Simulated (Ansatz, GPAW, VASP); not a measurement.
# C: programs and potentials compared

```xyz
2
Lattice="0.0000 1.7834 1.7834 1.7834 0.0000 1.7834 1.7834 1.7834 0.0000" Properties=species:S:1:pos:R:3 pbc="T T T"
C     2.6751    2.6751    2.6751
C     1.7834    1.7834    1.7834
```

Alike in all runs: task single point; functional PBE; k mesh 13 × 13 × 13; occupations gaussian, width 0.03 eV; no spin polarisation; no spin-orbit coupling. Pressure is positive in compression and, in plane waves, holds the error of the finite cutoff, which Ansatz's Pulay term estimates and takes out.

```json
{"program and potentials": "Ansatz, Ansatz PAW", "plane-wave cutoff (eV)": "420", "notes": "Pulay term of +1.04 GPa included", "pressure (GPa)": "1.78"}
{"program and potentials": "VASP, PBE PAW files C, 520 eV", "plane-wave cutoff (eV)": "520", "notes": "-", "pressure (GPa)": "2.46"}
{"program and potentials": "Ansatz, all-electron LAPW, scalar-relativistic", "plane-wave cutoff (eV)": "-", "notes": "-", "pressure (GPa)": "1.75"}
{"program and potentials": "GPAW, GPAW PAW data sets (gpaw-data 1.2.1)", "plane-wave cutoff (eV)": "800", "notes": "-", "pressure (GPa)": "1.42"}
```

The pressure spans 1.42 (GPAW, GPAW PAW data sets (gpaw-data 1.2.1)) to 2.46 GPa (VASP, PBE PAW files C, 520 eV), with all-electron results at 1.75.

The functional is the same throughout but for its coding, so the spread measures potentials, basis and numerics; runs on potential files found faulty are left out.

All four runs place diamond under slight compression, so the PBE equilibrium cell is somewhat larger than the one used, in line with this functional's usual mild overestimate of the lattice constant. The stiffness of the directional sp3 network turns a very small mismatch in length into a pressure of this size, and for the same reason the spread between programs corresponds to only a minute difference in lattice constant.

Ansatz PAW, at 1.78 GPa, lies closest to the all-electron 1.75 GPa, but this agreement rests on a Pulay term as large as the whole spread. An incomplete plane-wave basis normally makes the pressure too low, so removing any remainder from the VASP value would move it further from the all-electron one; its excess therefore probably stems from the PAW potential rather than the cutoff. Pressures at a single volume can't show whether the programs differ in equilibrium volume, in bulk modulus or in both.
